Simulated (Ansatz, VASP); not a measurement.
C: VASP beside Ansatz

The input POSCAR:

```
C
1.0
    2.4694377872      0.0000000000      0.0000000000
   -1.2347188936      2.1385958568      0.0000000000
    0.0000000000      0.0000000000      4.1123804868
C
4
Direct
    0.3333333333      0.6666666667      0.0627304278
    0.6666666667      0.3333333333      0.5627304278
    0.3333333333      0.6666666667      0.4372695722
    0.6666666667      0.3333333333      0.9372695722
```

INCAR.step1

```
SYSTEM = C
PREC = Accurate ; ENCUT = 520
ISMEAR = -1 ; SIGMA = 0.05
LREAL = .False. ; LASPH = .True.
NELM = 100 ; NBANDS = 16
GGA = PE ; ALGO = Normal
EDIFF = 1E-4 ; LWAVE = .True.
LCHARG = .False.
```

Contents of INCAR.step2:

```
SYSTEM = C
PREC = Accurate ; ENCUT = 520
EDIFF = 1E-6 ; ISMEAR = -1
SIGMA = 0.05 ; LREAL = .False.
LASPH = .True. ; NELM = 100
ALGO = Normal ; ISIF = 2
LWAVE = .False. ; LCHARG = .True.
METAGGA = R2SCAN ; LMIXTAU = .True.
LELF = .True. ; LVHAR = .True.
NBANDS = 16 ; ISTART = 1
```

Contents of KPOINTS:

```
Automatic mesh
0
Gamma
  12 12 7
  0 0 0
```

Input for Ansatz:

```yaml
crystal:
  lattice:
    - [2.4694377872, 0.0, 0.0]
    - [-1.2347188936, 2.1385958568, 0.0]
    - [0.0, 0.0, 4.1123804868]
  atoms:
    - { symbol: C, position: [0.3333333333, 0.6666666667, 0.0627304278] }
    - { symbol: C, position: [0.6666666667, 0.3333333333, 0.5627304278] }
    - { symbol: C, position: [0.3333333333, 0.6666666667, 0.4372695722] }
    - { symbol: C, position: [0.6666666667, 0.3333333333, 0.9372695722] }
hamiltonian:
  xc: r2scan
  pseudopotentials:
    kind: paw
    azcp:
      C: "pseudopotentials/C.paw.azcp"
basis:
  ecutwfc: 500
  fft_grid_basis: typed
kpoints:
  mp_grid: { grid: [12, 12, 7], shift: [0, 0, 0] }
magnetization:
  spin_polarized: false
scf:
  occupations: { method: fermi_dirac, width: 0.05 }
  lower_state_search: "off"
output:
  stress: true
```

Alike in both runs: task single point; functional r2SCAN; k mesh 12 × 12 × 7; occupations fermi-dirac, width 0.05 eV; no spin polarisation.

```csv
,VASP,Ansatz
version,VASP 6.6.1,Ansatz 0.2.0
potentials or method,"VASP PAW PBE potentials, release 64 (C)","plane waves (500 eV) with PAW, scalar-relativistic"
plane-wave cutoff (eV),520,500
valence electrons in the cell,16,16
```

|  | VASP | Ansatz | Ansatz less VASP |
| --- | --- | --- | --- |
| pressure (GPa) | 21.1 | 19.9 | -1.28 |
| largest component of the traceless stress (GPa) | 0.23 | 0.27 | +0.043 |

With one functional, cell and mesh, what is left measures potentials, basis and numerics.

Caveats: so large a pressure means that the cell lies far from this level's equilibrium, or that cutoff or potentials fall short (VASP); the potentials were made for another functional, which shifts forces and pressure (VASP).
